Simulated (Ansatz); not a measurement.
# Sb under changes of volume

One of the cells (30.206 Å³/atom); the others are scaled copies at fixed shape and fractional positions:

```
CELL_PARAMETERS angstrom
2.15420 1.24373 3.75800
-2.15420 1.24373 3.75800
0.00000 -2.48746 3.75800
ATOMIC_POSITIONS crystal
Sb 0.76651 0.76651 0.76651
Sb 0.23349 0.23349 0.23349
```

| Property | Result |
| --- | --- |
| Program | Ansatz 0.2.0 |
| Functional | PBE |
| Potentials or basis | all-electron LAPW, scalar-relativistic |
| Cutoff | 248 eV (chosen from the basis error) |
| Basis error allowed | 0.0005 eV/atom |
| k mesh | 8 × 8 × 8 |
| Occupations | fermi-dirac, width 0.05 eV |
| Spin | no spin polarisation |

```tsv
volume (Å³/atom)	energy over the lowest point (meV/atom)	pressure (GPa)	largest force (eV/Å)
28.393	65.72	7.1	0.516
28.998	42.08	5.5	0.389
29.602	24.28	4.0	0.270
30.206	11.68	2.7	0.159
30.810	?	?	?
31.414	0.00	0.5	0.040
32.018	0.04	-0.5	0.129
```

Problem. What does the run at 30.810 Å³/atom give?

Solution. Energy over the lowest point 3.75 meV/atom; pressure 1.5 GPa; largest force 0.056 eV/Å.

Worked out: A Birch-Murnaghan fit of order 3 (a polynomial in V^(-2/3)) to the other rows has its minimum at 31.71 Å³/atom with B0 = V·E''(V) = 50 GPa and B' = 4.6 at fixed shape and positions, which overstates the stiffness. It gives 3.74 meV/atom at 30.810 Å³/atom, against the run's 3.75, and -dE/dV = 1.5 GPa, against 1.5.

Energies are extrapolated to zero smearing.
